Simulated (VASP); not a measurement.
# Which native defect does AlFe form most easily?, part 2 of 8

Which native defect is cheapest in AlFe, and how does that change with the growth condition? The start is a cell from a database of measured crystal structures.

VASP 6.6.1, plane waves and PAW; the level of theory is named at each step.

Still holding for the runs below: The cell holds one magnetic atom, so no antiferromagnetic order fits into it.

So far. Step 2 (The host at zero pressure): The run ended after 3 ionic steps, 0.061 eV below its first step, once forces and stress met EDIFFG = -0.02. The relaxed cell has a = 2.845 Å (conventional setting).

**3. Relax the host again, on a new basis**

Level of this step: PBEsol, spin-polarised from a ferromagnetic start (one magnetic atom a cell); plane waves and PAW (Fe, Al) (VASP).

The volume changed by more than 5 %, so the plane waves of the start no longer fit; a second relaxation removes that error.

File INCAR:

```
SYSTEM = AlFe
PREC = Accurate
ENCUT = 350
EDIFF = 1E-06
NELM = 120
ISMEAR = 1
SIGMA = 0.15
LREAL = .FALSE.
ALGO = Normal
GGA = PS
NBANDS = 14
ISPIN = 2
MAGMOM = 3 0
LASPH = .TRUE.
LMAXMIX = 4
LORBIT = 11
LWAVE = .FALSE.
LCHARG = .FALSE.
KPAR = 8
IBRION = 2
NSW = 30
ISIF = 3
EDIFFG = -0.02
POTIM = 0.4
```

File POSCAR:

```
AlFe
1.0
    2.8445801374      0.0000000000      0.0000000000
    0.0000000000      2.8445801374      0.0000000000
    0.0000000000      0.0000000000      2.8445801374
Fe Al
1 1
Direct
    0.5000000000      0.5000000000      0.5000000000
    0.0000000000      0.0000000000      0.0000000000
```

File KPOINTS:

```
Automatic mesh
0
Gamma
12 12 12
0 0 0
```

The projector-augmented-wave data sets are Fe and Al (PBE family, release 64).

The run is started by

```
mpirun -np 8 vasp_std
```

The program printed:

```text
[banner, memory and clock lines left out]
running    8 mpi-ranks, on    1 nodes
 distrk:  each k-point on    1 cores,    8 groups
 distr:  one band on    1 cores,    1 groups

 POSCAR found type information on POSCAR FeAl
 POSCAR found :  2 types and       2 ions
 [... a notice as in an earlier step ...]

 [... a notice as in an earlier step ...]

 LDA part: xc-table for (Slater+PW92), standard interpolation
 POSCAR, INCAR and KPOINTS ok, starting setup
 FFT: planning ... GRIDC
 FFT: planning ... GRID_SOFT
 FFT: planning ... GRID
 WAVECAR not read
 entering main loop
       N       E                     dE             d eps       ncg     rms          rms(c)
DAV:   1     0.221328285738E+02    0.22133E+02   -0.35962E+03  4910   0.589E+02
DAV:   2    -0.143307052733E+02   -0.36464E+02   -0.32852E+02  5100   0.127E+02
DAV:   3    -0.152979704320E+02   -0.96727E+00   -0.95740E+00  6018   0.236E+01
DAV:   4    -0.153107599531E+02   -0.12790E-01   -0.12786E-01  5496   0.253E+00
DAV:   5    -0.153111260682E+02   -0.36612E-03   -0.36611E-03  6204   0.460E-01    0.164E+01
DAV:   6    -0.171129861776E+02   -0.18019E+01   -0.47769E+01  5508   0.839E+01    0.171E+01
DAV:   7    -0.138021327837E+02    0.33109E+01   -0.27514E+01  5604   0.541E+01    0.292E+00
DAV:   8    -0.137541545568E+02    0.47978E-01   -0.19830E-01  6132   0.400E+00    0.159E+00
DAV:   9    -0.137373608424E+02    0.16794E-01   -0.33347E-02  6226   0.193E+00    0.845E-01
DAV:  10    -0.137348937223E+02    0.24671E-02   -0.14054E-03  5876   0.273E-01    0.251E-01
DAV:  11    -0.137347721435E+02    0.12158E-03   -0.23528E-04  6204   0.162E-01    0.125E-01
DAV:  12    -0.137347777164E+02   -0.55729E-05   -0.43112E-05  6068   0.619E-02    0.574E-02
DAV:  13    -0.137347687033E+02    0.90131E-05   -0.76878E-06  5766   0.344E-02    0.119E-02
DAV:  14    -0.137347676760E+02    0.10273E-05   -0.50975E-07  2906   0.669E-03    0.473E-03
DAV:  15    -0.137347677766E+02   -0.10060E-06   -0.20583E-07  2658   0.548E-03
   1 F= -.13734768E+02 E0= -.13735274E+02  d E =-.137348E+02  mag=     0.6743
 curvature:   0.00 expect dE= 0.000E+00 dE for cont linesearch  0.000E+00
 trial: gam= 0.00000 g(F)=  0.000E+00 g(S)=  0.707E-07 ort = 0.000E+00 (trialstep = 0.100E+01)
 search vector abs. value=  0.708E-07
 reached required accuracy - stopping structural energy minimisation
```

It took 5 s on 8 MPI ranks of Intel Xeon 6975P-C (Granite Rapids), shared host; peak memory 1 GiB.

OUTCAR, selected parts (step 3):

```text
  LATTYP: Found a simple cubic cell.
 ALAT       =     2.8445801374

The static configuration has the point symmetry O_h .

 Found     84 irreducible k-points:

   k-points           NKPTS =     84   k-points in BZ     NKDIM =     84   number of bands    NBANDS=     14

   ENCUT  =  350.0 eV  25.72 Ry    5.07 a.u.   4.34  4.34  4.34*2*pi/ulx,y,z

   NELECT =      11.0000    total number of electrons

 E-fermi :   8.2084

 spin component 1
 k-point     1 :       0.0000    0.0000    0.0000
  band No.  band energies     occupation
    ...
      2       5.5880      1.00000
      3       5.5881      1.00000
      4       7.8926      1.00562
      5       7.8926      1.00562
      6       7.8926      1.00562
      7      14.7618      0.00000
      8      14.7618      0.00000
      9      14.7618      0.00000
     10      17.7197      0.00000
     11      17.7197      0.00000
    ...

 k-point     2 :       0.0833    0.0000    0.0000
  band No.  band energies     occupation
    ...
      2       5.5784      1.00000
      3       5.6281      1.00000
      4       7.8115      1.00059
      5       7.8115      1.00059
      6       7.9011      1.00682
      7      13.6665      0.00000
      8      14.9537      0.00000
      9      14.9537      0.00000
     10      17.6826      0.00000
     11      18.7315      0.00000
    ...

 k-point     3 :       0.1667    0.0000    0.0000
  band No.  band energies     occupation
    ...
      2       5.4956      1.00000
      3       5.7403      1.00000
      4       7.6044      1.00000
      5       7.6044      1.00000
      6       7.9242      1.01108
      7      11.9440      0.00000
      8      15.4965      0.00000
      9      15.4965      0.00000
     10      17.5757      0.00000
     11      20.1800      0.00000
    ...

 k-point     4 :       0.2500    0.0000    0.0000
  band No.  band energies     occupation
    ...
      2       5.1731      1.00000
      3       5.8999      1.00000
      4       7.3477      1.00000
      5       7.3477      1.00000
      6       7.9563      1.01942
      7      10.5002     -0.00000
      8      16.3180      0.00000
      9      16.3180      0.00000
     10      17.4122      0.00000
     11      21.3268      0.00000
    ...

  Total        0.0011050      0.0011050      0.0011050      0.0000000      0.0000000     -0.0000000
  in kB        0.0769172      0.0769172      0.0769172      0.0000000      0.0000000     -0.0000000
  external PRESSURE =       0.0769172 kB  Pullay stress =       0.0000000 kB

  energy-cutoff  :      350.00
  volume of cell :       23.02
      direct lattice vectors                 reciprocal lattice vectors
     2.844580137  0.000000000  0.000000000     0.351545730  0.000000000  0.000000000
     0.000000000  2.844580137  0.000000000     0.000000000  0.351545730  0.000000000
     0.000000000  0.000000000  2.844580137     0.000000000  0.000000000  0.351545730

 POSITION                                       TOTAL-FORCE (eV/Angst)
 -----------------------------------------------------------------------------------
      1.42229      1.42229      1.42229         0.000000      0.000000      0.000000
      0.00000      0.00000      0.00000         0.000000      0.000000      0.000000
 -----------------------------------------------------------------------------------
    total drift:                                0.000000     -0.000000      0.000000

  FREE ENERGIE OF THE ION-ELECTRON SYSTEM (eV)
  ---------------------------------------------------
  free  energy   TOTEN  =       -13.7347677766 eV

  energy  without entropy=      -13.7362878354  energy(sigma->0) =      -13.73527446

 total charge
# of ion       s       p       d       tot
------------------------------------------
    1        0.447   0.530   6.512   7.489
    2        0.403   0.452   0.000   0.856
--------------------------------------------------
tot          0.851   0.982   6.512   8.345

 magnetization (x)
# of ion       s       p       d       tot
------------------------------------------
    1       -0.001   0.008   0.698   0.705
    2       -0.007  -0.014   0.000  -0.021
--------------------------------------------------
tot         -0.008  -0.006   0.698   0.684

[... 3 parts as in an earlier step ...]

[... 11 further parts left out ...]
```

CONTCAR:

```
AlFe
   1.00000000000000
     2.8445801373999999    0.0000000000000000    0.0000000000000000
     0.0000000000000000    2.8445801373999999    0.0000000000000000
     0.0000000000000000    0.0000000000000000    2.8445801373999999
  Fe              Al
     1     1
Direct
     0.5000000000000000    0.5000000000000000    0.5000000000000000
     0.0000000000000000    0.0000000000000000    0.0000000000000000
```

Little changed from the start: no atom moved by 0.005 Å and no cell edge by 0.1 %.

Numbers from this step:

* electronic cycles: 15
* free energy (TOTEN): -13.73 eV
* Fermi energy: 8.208 eV
* moment of the cell, from the last line of the log: 0.6743 μB

The start already met the threshold, so nothing moved.

(Part 2 of 8 ends here.)

[Lines on the potential files, build, host, timing and source positions are cut from VASP's logs without a mark.]

[Logs are printed without paths, hosts, clocks, repeated set-up lines and the standing remarks that a program may print on its own settings, such as how far it seeks lower states.]

[Hosts, paths, dates, database ids (printed as entryN), source tags and the programs' standing remarks are cut or masked in the printed files.]

[In band tables of VASP the shares of atoms and orbitals are scaled to a sum of 1 inside the atoms' spheres.]

[Runs that stopped without an error message from VASP are left out.]
